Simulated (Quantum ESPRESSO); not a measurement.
A calculation with Quantum ESPRESSO 7.5 of TiAl3 (ASE script, structure from a POSCAR):

Contents of run.py:

```python
import numpy as np
from ase.calculators.espresso import Espresso, EspressoProfile
from ase.io import read

atoms = read('POSCAR')

input_data = {
    'control': {'calculation': 'scf', 'prefix': 'pwscf', 'outdir': './tmp', 'tprnfor': True, 'tstress': True, 'disk_io': 'nowf'},
    'system': {'ecutwfc': 55.0, 'ecutrho': 440.0, 'nbnd': 17, 'occupations': 'smearing', 'smearing': 'fd', 'degauss': 0.00367493},
    'electrons': {'conv_thr': 8e-10, 'electron_maxstep': 120, 'mixing_beta': 0.5},
}
pseudopotentials = {'Al': 'Al.pbe-n-kjpaw_psl.1.0.0.UPF', 'Ti': 'ti_pbe_v1.4.uspp.F.UPF'}
profile = EspressoProfile(command='mpirun -n 2 pw.x -nk 2', pseudo_dir='pseudo')
dft = Espresso(profile=profile, input_data=input_data, pseudopotentials=pseudopotentials, kpts=(10, 10, 10), koffset=(0, 0, 0))
atoms.calc = dft

print(f'energy {atoms.get_potential_energy():.8f} eV')
print('forces (eV/A)')
print(np.round(atoms.get_forces(), 6))
print('stress (eV/A^3, Voigt)')
print(np.round(atoms.get_stress(), 8))
print(f'Fermi level {dft.get_fermi_level():.4f} eV')
```

Contents of POSCAR:

```
TiAl3
1.0
   -1.9111067713      1.9111067713      4.2806687947
    1.9111067713     -1.9111067713      4.2806687947
    1.9111067713      1.9111067713     -4.2806687947
Ti Al
1 3
Direct
    0.0000000000      0.0000000000      0.0000000000
    0.2500000000      0.7500000000      0.5000000000
    0.7500000000      0.2500000000      0.5000000000
    0.5000000000      0.5000000000      0.0000000000
```

Potentials or basis: SSSP 1.3 efficiency PBE.

Launch:

```console
$ OMP_NUM_THREADS=1 python run.py
```

The cell comes from a database or a generator and needn't be the stable form of this composition.

Problem. Write the same calculation in another form: native input, structure typed inline.

Solution. As run:

pw.in

```
&CONTROL
  calculation = 'scf'
  prefix = 'pwscf'
  outdir = './tmp'
  pseudo_dir = './pseudo'
  tprnfor = .true.
  tstress = .true.
  disk_io = 'nowf'
/
&SYSTEM
  ibrav = 0
  nat = 4
  ntyp = 2
  ecutwfc = 55
  ecutrho = 440
  nbnd = 17
  occupations = 'smearing'
  smearing = 'fd'
  degauss = 0.00367493
/
&ELECTRONS
  conv_thr = 8d-10
  electron_maxstep = 120
  mixing_beta = 0.5
/
ATOMIC_SPECIES
Ti    47.8670 ti_pbe_v1.4.uspp.F.UPF
Al    26.9815 Al.pbe-n-kjpaw_psl.1.0.0.UPF
CELL_PARAMETERS angstrom
  -1.9111067713    1.9111067713    4.2806687947
   1.9111067713   -1.9111067713    4.2806687947
   1.9111067713    1.9111067713   -4.2806687947
ATOMIC_POSITIONS crystal
Ti     0.0000000000    0.0000000000    0.0000000000
Al     0.2500000000    0.7500000000    0.5000000000
Al     0.7500000000    0.2500000000    0.5000000000
Al     0.5000000000    0.5000000000    0.0000000000
K_POINTS automatic
10 10 10 0 0 0
```

Potentials or basis: SSSP 1.3 efficiency PBE.

The run is started by

```console
$ OMP_NUM_THREADS=1 mpirun -n 2 pw.x -nk 2 -in pw.in > pw.out
```

Both were run:

|  | ASE script, structure from a POSCAR | native input, structure typed inline |
| --- | --- | --- |
| Pressure | 2.1 GPa | 2.1 GPa |
| Band gap on the k mesh | none (metal or under the smearing width) | none (metal or under the smearing width) |

Keys that steer only the numerical path or the files written may differ.
